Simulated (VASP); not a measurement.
SnS, 8 atoms in the cell. Symmetry: Pnma, No. 62, orthorhombic system. The conventional cell has a = 11.136 Å, b = 3.998 Å, c = 4.266 Å, α = 90.00°, β = 90.00°, γ = 90.00°. Around Sn (site symmetry m) lie 3 S at 2.64 to 2.68 Å. S (site symmetry m) has 3 Sn at 2.64 to 2.68 Å as nearest neighbours. 

```yaml
Program: VASP 6.6.1
Task: relaxation of cell and atoms
Functional: PBE
Dispersion: D3(BJ)
Potentials_or_basis: VASP PAW PBE potentials, release 64 (Sn_d, S)
Cutoff: 600 eV
k_mesh: 4 × 8 × 6
Occupations: gaussian, width 0.03 eV
Spin: no spin polarisation
Further_INCAR_settings: ALGO = Normal; EDIFF = 1e-07; IBRION = 2; EDIFFG = -0.005; NSW = 90; ISIF = 3
```

Potentials or basis: VASP PAW PBE potentials, release 64 (Sn_d, S).

Run with:

```bash
$ cat potpaw_PBE.64/Sn_d/POTCAR potpaw_PBE.64/S/POTCAR > POTCAR
$ mpirun -np 2 vasp_std > vasp.out
```

Hardware: 2 MPI ranks on Intel(R) Xeon(R) Platinum 8488C (Sapphire Rapids), with other jobs on the host.

Task: How long does it take, and how much memory?

Result: Run time: 39 min on 2 MPI ranks on Intel(R) Xeon(R) Platinum 8488C (Sapphire Rapids), with other jobs on the host, peak memory 0.66 GiB a rank. Counts: scf iterations 132, k points 60, ion steps 18.
